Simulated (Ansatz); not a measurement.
A relaxation computed with Ansatz, from input to last step.

```yaml
crystal:
  lattice:
    - [3.0826273096, 0.0, 0.0]
    - [-1.5413136548, 2.6696335605, 0.0]
    - [0.0, 0.0, 5.4837895967]
  atoms:
    - { symbol: Zn, position: [0.6666666667, 0.3333333333, 0.5100107311] }
    - { symbol: Zn, position: [0.3333333333, 0.6666666667, 0.0100107311] }
    - { symbol: O, position: [0.6666666667, 0.3333333333, 0.8702992689] }
    - { symbol: O, position: [0.3333333333, 0.6666666667, 0.3702992689] }
basis:
  ecutwfc: 420
kpoints:
  mp_grid: { grid: [12, 12, 6] }
hamiltonian:
  xc: pbe
scf:
  occupations: { method: gaussian, width: 0.02 }
output:
  forces: true
  stress: true
  eigenvalues: true
relax:
  adjacent_minimum: "off"
  f_tol: 0.008
  max_steps: 40
  cell: { stress_tol: 0.015, fix: [a, b, gamma] }
```

```bash
ansatz run input.yaml --threads 1 --pin off --max-ram 2560MiB --backend cpu --events-out ev --progress --plain --runs-dir out
```

All numbers below come from DFT PBE, scalar-relativistic, plane waves, PAW in Ansatz.

Of 7 frames 6 are shown, positions in Å and forces in eV/Å; the SCF threshold varies from step to step. Steps run on the plane waves of an earlier cell, with a Pulay correction in the pressure. The basis is chosen afresh for the last frame, the zero of the energies, and at times for earlier ones too; energy and pressure step there, also at an unchanged geometry.

```xyz
4
Lattice="3.0826 0.0000 0.0000 -1.5413 2.6696 0.0000 0.0000 0.0000 5.4838" Properties=species:S:1:pos:R:3:forces:R:3 pbc="T T T" step=1 free_energy_over_end_meV_per_atom=5.65 pressure_GPa=12.99
Zn    1.5413    0.8899    2.7968    0.0000    0.0000    0.2996
Zn    0.0000    1.7798    0.0549    0.0000    0.0000    0.2996
O     1.5413    0.8899    4.7725    0.0000    0.0000   -0.2995
O     0.0000    1.7798    2.0306    0.0000    0.0000   -0.2995
4
Lattice="3.0826 0.0000 0.0000 -1.5413 2.6696 0.0000 0.0000 0.0000 5.5263" Properties=species:S:1:pos:R:3:forces:R:3 pbc="T T T" step=2 free_energy_over_end_meV_per_atom=3.15 pressure_GPa=11.27
Zn    1.5413    0.8899    2.8248    0.0000    0.0000    0.2518
Zn    0.0000    1.7798    0.0617    0.0000    0.0000    0.2518
O     1.5413    0.8899    4.8032    0.0000    0.0000   -0.2519
O     0.0000    1.7798    2.0400    0.0000    0.0000   -0.2519
4
Lattice="3.0826 0.0000 0.0000 -1.5413 2.6696 0.0000 0.0000 0.0000 5.5739" Properties=species:S:1:pos:R:3:forces:R:3 pbc="T T T" step=3 free_energy_over_end_meV_per_atom=0.95 pressure_GPa=8.94
Zn    1.5413    0.8899    2.8685    0.0000    0.0000   -0.0067
Zn    0.0000    1.7798    0.0815    0.0000    0.0000   -0.0067
O     1.5413    0.8899    4.8252    0.0000    0.0000    0.0067
O     0.0000    1.7798    2.0383    0.0000    0.0000    0.0067
4
Lattice="3.0826 0.0000 0.0000 -1.5413 2.6696 0.0000 0.0000 0.0000 5.5704" Properties=species:S:1:pos:R:3:forces:R:3 pbc="T T T" step=4 free_energy_over_end_meV_per_atom=0.91 pressure_GPa=9.08
Zn    1.5413    0.8899    2.8660    0.0000    0.0000    0.0002
Zn    0.0000    1.7798    0.0808    0.0000    0.0000    0.0002
O     1.5413    0.8899    4.8229    0.0000    0.0000   -0.0001
O     0.0000    1.7798    2.0377    0.0000    0.0000   -0.0001
4
Lattice="3.0826 0.0000 0.0000 -1.5413 2.6696 0.0000 0.0000 0.0000 5.5704" Properties=species:S:1:pos:R:3:forces:R:3 pbc="T T T" step=5 free_energy_over_end_meV_per_atom=0.00 pressure_GPa=9.20
Zn    1.5413    0.8899    2.8660    0.0000    0.0000   -0.0009
Zn    0.0000    1.7798    0.0808    0.0000    0.0000   -0.0009
O     1.5413    0.8899    4.8229    0.0000    0.0000    0.0009
O     0.0000    1.7798    2.0377    0.0000    0.0000    0.0009
4
Lattice="3.0826 0.0000 0.0000 -1.5413 2.6696 0.0000 0.0000 0.0000 5.5731" Properties=species:S:1:pos:R:3:forces:R:3 pbc="T T T" step=7 free_energy_over_end_meV_per_atom=0.00 pressure_GPa=9.10
Zn    1.5413    0.8899    2.8676    0.0000    0.0000    0.0001
Zn    0.0000    1.7798    0.0810    0.0000    0.0000    0.0001
O     1.5413    0.8899    4.8251    0.0000    0.0000   -0.0001
O     0.0000    1.7798    2.0385    0.0000    0.0000   -0.0001
```

It took 44 s on 1 thread of Intel(R) Xeon(R) Platinum 8375C CPU @ 2.90GHz (Ice Lake), with other jobs on the host, peak memory 0.46 GiB.